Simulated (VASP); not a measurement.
# TiO (P6_3/mmc) in VASP: single point with r2SCAN

Aim: the single point of TiO with r2SCAN.

Everything below comes from runs of VASP 6.6.1. Logs are shortened: lines on timing, memory, paths and dates and some standing lists are left out, and cuts for length are marked.

## Step 1: Starting point

Symmetry: P6_3/mmc, No. 194, hexagonal system. The conventional cell has a = 2.767 Å, b = 2.767 Å, c = 5.436 Å, α = 90.00°, β = 90.00°, γ = 120.00°. Ti (site symmetry -6m2) has 6 O at 2.10 Å as nearest neighbours. Around O (site symmetry -3m) lie 6 Ti at 2.10 Å.

The cell comes from a database or a generator and needn't be the stable form of this composition.

## Step 2: Single point, r2SCAN

POSCAR reads:

```
TiO
1.0
    2.7666984293      0.0000000000      0.0000000000
   -1.3833492146      2.3960311243      0.0000000000
    0.0000000000      0.0000000000      5.4356376002
Ti O
2 2
Direct
    0.3333333333      0.6666666667      0.2500000000
    0.6666666667      0.3333333333      0.7500000000
    0.0000000000      0.0000000000      0.0000000000
    0.0000000000      0.0000000000      0.5000000000
```

INCAR.step1 reads:

```
SYSTEM = TiO
PREC     = Accurate       ! precision mode
ENCUT    = 520            ! plane-wave cutoff, eV
ISMEAR   = 0              ! smearing method
SIGMA    = 0.1            ! smearing width, eV
LREAL    = .FALSE.        ! projectors in reciprocal space
LASPH    = .TRUE.         ! aspherical terms in the spheres
NELM     = 100            ! most SCF steps
NBANDS   = 26             ! bands
GGA      = PE             ! functional
ALGO     = Normal         ! electronic algorithm
EDIFF    = 1E-4           ! SCF threshold, eV
LWAVE    = .TRUE.         ! write WAVECAR
LCHARG   = .FALSE.        ! write CHGCAR
```

INCAR.step2 reads:

```
SYSTEM = TiO
PREC     = Accurate       ! precision mode
ENCUT    = 520            ! plane-wave cutoff, eV
EDIFF    = 1E-7           ! SCF threshold, eV
ISMEAR   = 0              ! smearing method
SIGMA    = 0.1            ! smearing width, eV
LREAL    = .FALSE.        ! projectors in reciprocal space
LASPH    = .TRUE.         ! aspherical terms in the spheres
NELM     = 100            ! most SCF steps
ALGO     = Normal         ! electronic algorithm
ISIF     = 2              ! what is computed and relaxed
LWAVE    = .FALSE.        ! write WAVECAR
LCHARG   = .TRUE.         ! write CHGCAR
METAGGA  = R2SCAN         ! meta-GGA
LMIXTAU  = .TRUE.       
LELF     = .TRUE.         ! ELF
LVHAR    = .TRUE.       
NBANDS   = 26             ! bands
ISTART   = 1
```

KPOINTS reads:

```
Automatic mesh
0
G
  18 18 8
  0 0 0
```

Potentials or basis: VASP PAW PBE potentials, release 64 (Ti_sv, O).

Command:

```console
> cat potpaw_PBE.64/Ti_sv/POTCAR potpaw_PBE.64/O/POTCAR > POTCAR
> cp INCAR.step1 INCAR
> mpirun -np 1 vasp_std > vasp.out
> cp INCAR.step2 INCAR
> mpirun -np 1 vasp_std > vasp.out
```

OUTCAR:

```text
SYSTEM = TiO
   PREC = Accurate
   ENCUT = 520
   EDIFF = 1E-7
   ISMEAR = 0
   LREAL = .FALSE.
   LASPH = .TRUE.
   NELM = 100
   ISIF = 2
   METAGGA = R2SCAN
   ISTART = 1

 ion  position               nearest neighbor table
   1  0.333  0.667  0.250-   3 2.10   4 2.10   3 2.10   4 2.10   3 2.10   4 2.10
   2  0.667  0.333  0.750-   3 2.10   4 2.10   3 2.10   4 2.10   3 2.10   4 2.10
   3  0.000  0.000  0.000-   1 2.10   2 2.10   1 2.10   2 2.10   2 2.10   1 2.10
   4  0.000  0.000  0.500-   1 2.10   2 2.10   1 2.10   2 2.10   2 2.10   1 2.10

  LATTYP: Found a hexagonal cell.
 ALAT       =     2.7666984293
 C/A-ratio  =     1.9646657339

  Lattice vectors:

 A1 = (   2.7666984293,   0.0000000000,   0.0000000000)
 A2 = (  -1.3833492146,   2.3960311243,   0.0000000000)
 A3 = (   0.0000000000,   0.0000000000,   5.4356376002)

Analysis of symmetry for initial positions (statically):
=====================================================================
 Subroutine PRICEL returns:
 Original cell was already a primitive cell.

 Routine SETGRP: Setting up the symmetry group for a
 hexagonal supercell.

 Subroutine GETGRP returns: Found 24 space group operations
 (whereof 12 operations were pure point group operations)
 out of a pool of 24 trial point group operations.

The static configuration has the point symmetry D_3d.
 The point group associated with its full space group is D_6h.

Analysis of symmetry for dynamics (positions and initial velocities):
=====================================================================
 Subroutine PRICEL returns:
 Original cell was already a primitive cell.

 Routine SETGRP: Setting up the symmetry group for a
 hexagonal supercell.

 Subroutine GETGRP returns: Found 24 space group operations
 (whereof 12 operations were pure point group operations)
 out of a pool of 24 trial point group operations.

The dynamic configuration has the point symmetry D_3d.
 The point group associated with its full space group is D_6h.

 Subroutine INISYM returns: Found 24 space group operations
 (whereof 12 operations are pure point group operations),
 and found     1 'primitive' translations

----------------------------------------------------------------------------------------

                                     Primitive cell

  volume of cell :      36.0334

  direct lattice vectors                    reciprocal lattice vectors
     2.766698429  0.000000000  0.000000000     0.361441634  0.208678424  0.000000000
    -1.383349215  2.396031124  0.000000000     0.000000000  0.417356849  0.000000000
     0.000000000  0.000000000  5.435637600     0.000000000  0.000000000  0.183971058

  length of vectors
     2.766698429  2.766698429  5.435637600     0.417356849  0.417356849  0.183971058

  position of ions in fractional coordinates (direct lattice)
     0.333333333  0.666666667  0.250000000
     0.666666667  0.333333333  0.750000000
     0.000000000  0.000000000  0.000000000
     0.000000000  0.000000000  0.500000000

  ion indices of the primitive-cell ions
   primitive index   ion index
                 1           1
                 2           2
                 3           3
                 4           4

----------------------------------------------------------------------------------------

 KPOINTS: Automatic mesh

Automatic generation of k-mesh.
 Grid dimensions read from file:
 generate k-points for:   18   18    8

 Generating k-lattice:

  Cartesian coordinates                     Fractional coordinates (reciprocal lattice)
     0.020080091  0.011593246  0.000000000     0.055555556 -0.000000000  0.000000000
     0.000000000  0.023186492  0.000000000     0.000000000  0.055555556  0.000000000
     0.000000000  0.000000000  0.022996382     0.000000000  0.000000000  0.125000000

  Length of vectors
     0.023186492  0.023186492  0.022996382

  Shift w.r.t. Gamma in fractional coordinates (k-lattice)
     0.000000000  0.000000000  0.000000000

 Subroutine IBZKPT returns following result:
 ===========================================

 Found    185 irreducible k-points:

 Following reciprocal coordinates:
            Coordinates               Weight
  0.000000  0.000000  0.000000      1.000000
  0.055556 -0.000000  0.000000      6.000000
  0.111111 -0.000000  0.000000      6.000000
  0.166667  0.000000  0.000000      6.000000
  0.222222 -0.000000  0.000000      6.000000
  0.277778  0.000000  0.000000      6.000000
[... 16 lines left out ...]
  0.333333  0.111111  0.000000     12.000000
  0.388889  0.111111  0.000000     12.000000
 [... further k-points ...]
   k-points           NKPTS =    185   k-points in BZ     NKDIM =    185   number of bands    NBANDS=     26
   number of dos      NEDOS =    301   number of ions     NIONS =      4
   total plane-waves  NPLWV =  23040
   dimension x,y,z NGX =    24 NGY =   24 NGZ =   40
   dimension x,y,z NGXF=    48 NGYF=   48 NGZF=   80
   ions per type =               2   2
   NGX,Y,Z   is equivalent  to a cutoff of  14.42, 14.42, 12.23 a.u.
   NGXF,Y,Z  is equivalent  to a cutoff of  28.84, 28.84, 24.47 a.u.
 SYSTEM =  TiO
   PREC   = accura    normal or accurate (medium, high low for compatibility)
   ISTART =      1    job   : 0-new  1-cont  2-samecut
   ICHARG =      0    charge: 1-file 2-atom 10-const
   ISPIN  =      1    spin polarized calculation?
   LNONCOLLINEAR =      F non collinear calculations
   LSORBIT =      F    spin-orbit coupling
   LASPH  =      T    aspherical Exc in radial PAW
   ENCUT  =  520.0 eV  38.22 Ry    6.18 a.u.   5.14  5.14 10.11*2*pi/ulx,y,z
   NELM   =    100;   NELMIN=  2; NELMDL=  0     # of ELM steps
   EDIFF  = 0.1E-06   stopping-criterion for ELM
   LREAL  =      F    real-space projection
   EDIFFG = 0.1E-05   stopping-criterion for IOM
   NSW    =      0    number of steps for IOM
   IBRION =     -1    ionic relax: 0-MD 1-quasi-New 2-CG
   NFREE  =      0    steps in history (QN), initial steepest desc. (CG)
   ISIF   =      2    stress and relaxation
   ISYM   =      2    0-nonsym 1-usesym 2-fastsym
   POTIM  = 0.5000    time-step for ionic-motion
   TEBEG  =    0.0;   TEEND  =   0.0 temperature during run
   PSTRESS=    0.0 pullay stress
   NELECT =      36.0000    total number of electrons
   NUPDOWN=      -1.0000    fix difference up-down
   EMIN   =  10.00;   EMAX   =-10.00  energy-range for DOS
   EFERMI =   0.00;   METHOD = LEGACY
   ISMEAR =     0;   SIGMA  =   0.10  broadening in eV -4-tet -1-fermi 0-gaus
   EFERMI_NEDOS =   21; number of points for ismear=-14 and -15
   IALGO  =     38    algorithm
   IMIX   =      4    mixing-type and parameters
     AMIX     =   0.40;   BMIX     =  1.00
     AMIX_MAG =   1.60;   BMIX_MAG =  1.00
  volume/ion in A,a.u.               =       9.01        60.79
  Fermi-wavevector in a.u.,A,eV,Ry     =   1.636593  3.092713 36.442352  2.678437
  Thomas-Fermi vector in A             =   2.727874
   LORBIT       =      0    0 simple, 1 ext, 2 COOP (PROOUT), +10 PAW based schemes
   METAGGA = R2SCAN    functional components
   LHFCALC =     F    Hartree Fock is set to
   AEXX    =    0.0000 exact exchange contribution
   IVDW    =     0    specifies the selected vdW correction
   LEPSILON=     F    determine dielectric tensor
   LRPA    =     F    only Hartree local field effects (RPA)
 non-spin polarized calculation
 Gauss-broadening in eV      SIGMA  =   0.10
  energy-cutoff  :      520.00
  volume of cell :       36.03
 maximum number of plane-waves:       984
 NGX is ok and might be reduce to    24
   NGX = 11   NGY = 11   NGZ = 21

 number of electron      35.9999997 magnetization

 Free energy of the ion-electron system (eV)
  ---------------------------------------------------
  ext. energy  EPLUGINS =         0.00000000
  ---------------------------------------------------
  free energy    TOTEN  =       -48.49329183 eV

  energy without entropy =      -48.49148611  energy(sigma->0) =      -48.49238897

 E-fermi :  12.5391     XC(G=0): -14.1285

 val. band max:       12.5027313613   @ k =   0.0000   0.0000   0.1250
 cond. band min:      12.5431887279   @ k =   0.0000   0.0000   0.0000
 fundamental gap:      0.0404573666
 Fermi energy:        12.5390961401

 k-point     1 :       0.0000    0.0000    0.0000
  band No.  band energies     occupation
      1     -47.5590      2.00000
      2     -47.4959      2.00000
      3     -23.4211      2.00000
      4     -22.7376      2.00000
      5     -22.2906      2.00000
      6     -22.2906      2.00000
[... 18 lines left out ...]
     25      14.7806      0.00000
     26      16.1647      0.00000

 k-point     2 :       0.0556   -0.0000    0.0000
  band No.  band energies     occupation
      1     -47.5537      2.00000
      2     -47.4915      2.00000
      3     -23.4075      2.00000
      4     -22.7351      2.00000
      5     -22.3231      2.00000
      6     -22.3066      2.00000
[... 18 lines left out ...]
     25      14.9969      0.00000
     26      16.0223      0.00000

 k-point     3 :       0.1111   -0.0000    0.0000
  band No.  band energies     occupation
      1     -47.5383      2.00000
      2     -47.4787      2.00000
      3     -23.3678      2.00000
      4     -22.7282      2.00000
      5     -22.4211      2.00000
      6     -22.3905      2.00000
[... 18 lines left out ...]
     25      15.5586      0.00000
     26      15.6825      0.00000

 k-point     4 :       0.1667    0.0000    0.0000
  band No.  band energies     occupation
      1     -47.5145      2.00000
      2     -47.4593      2.00000
      3     -23.3057      2.00000
      4     -22.7186      2.00000
      5     -22.5717      2.00000
      6     -22.5141      2.00000
[... 18 lines left out ...]
     25      15.2847      0.00000
     26      16.2310      0.00000
[... 496 lines left out ...]
      1     -47.4139      2.00000
      2     -47.3810      2.00000
      3     -23.1037      2.00000
      4     -23.0247      2.00000
      5     -22.9621      2.00000
      6     -22.6992      2.00000
[... 18 lines left out ...]
     25      16.0755      0.00000
     26      16.4144      0.00000

 k-point    23 :       0.3333    0.1111    0.0000
  band No.  band energies     occupation
      1     -47.3894      2.00000
      2     -47.3640      2.00000
      3     -23.2237      2.00000
      4     -23.0586      2.00000
      5     -22.9459      2.00000
      6     -22.7072      2.00000
[... 18 lines left out ...]
     25      16.4108      0.00000
     26      16.5970      0.00000

 k-point    24 :       0.3889    0.1111    0.0000
  band No.  band energies     occupation
      1     -47.3725      2.00000
      2     -47.3537      2.00000
      3     -23.3010      2.00000
      4     -23.1212      2.00000
      5     -22.8845      2.00000
      6     -22.7222      2.00000
[... 18 lines left out ...]
     25      16.5872      0.00000
     26      16.7801      0.00000

 [... further k-points ...]
[... 5 lines left out ...]
  --------------------------------------------------------------------------------------
  -------------------------------------------------------------------------------------
  Total        4.4461077      4.4461077      4.5597874      0.0000000      0.0000000     -0.0000000
  in kB      197.6904948    197.6904948    202.7451155      0.0000000      0.0000000     -0.0000000
  external PRESSURE =     199.3753683 kB  Pullay stress =       0.0000000 kB

 VOLUME and BASIS-vectors are now :
 -----------------------------------------------------------------------------
  energy-cutoff  :      520.00
  volume of cell :       36.03
      direct lattice vectors                 reciprocal lattice vectors
     2.766698429  0.000000000  0.000000000     0.361441634  0.208678424  0.000000000
    -1.383349215  2.396031124  0.000000000     0.000000000  0.417356849  0.000000000
     0.000000000  0.000000000  5.435637600     0.000000000  0.000000000  0.183971058

 POSITION                                       TOTAL-FORCE (eV/Angst)
 -----------------------------------------------------------------------------------
     -0.00000      1.59735      1.35891         0.000000      0.000000      0.000000
      1.38335      0.79868      4.07673        -0.000000     -0.000000      0.000000
      0.00000      0.00000      0.00000         0.000000      0.000000      0.000000
      0.00000      0.00000      2.71782        -0.000000      0.000000      0.000000
 -----------------------------------------------------------------------------------
    total drift:                               -0.000000      0.000000     -0.000000

  FREE ENERGIE OF THE ION-ELECTRON SYSTEM (eV)
  ---------------------------------------------------
  free  energy   TOTEN  =       -48.4932918313 eV

  energy  without entropy=      -48.4914861149  energy(sigma->0) =      -48.49238897
```

Wall time 9.1 min (1 thread of AMD EPYC 9R45 (Zen 5), shared host); peak memory 0.24 GiB.

Results:

```
Free energy            : -48.4933 eV
Pressure               : 19.9 GPa
Band gap on the k mesh : none (metal or under the smearing width)
```

Stress tensor (GPa, compression positive):
```
19.77  0.00  0.00
 0.00 19.77  0.00
 0.00  0.00 20.27
```

Caveat: so large a pressure means that the cell lies far from this level's equilibrium, or that cutoff or potentials fall short; the potentials were made for another functional, which shifts forces and pressure; semilocal functionals often make such compounds metallic where correlation or magnetic order opens a gap, which also shifts bond lengths.
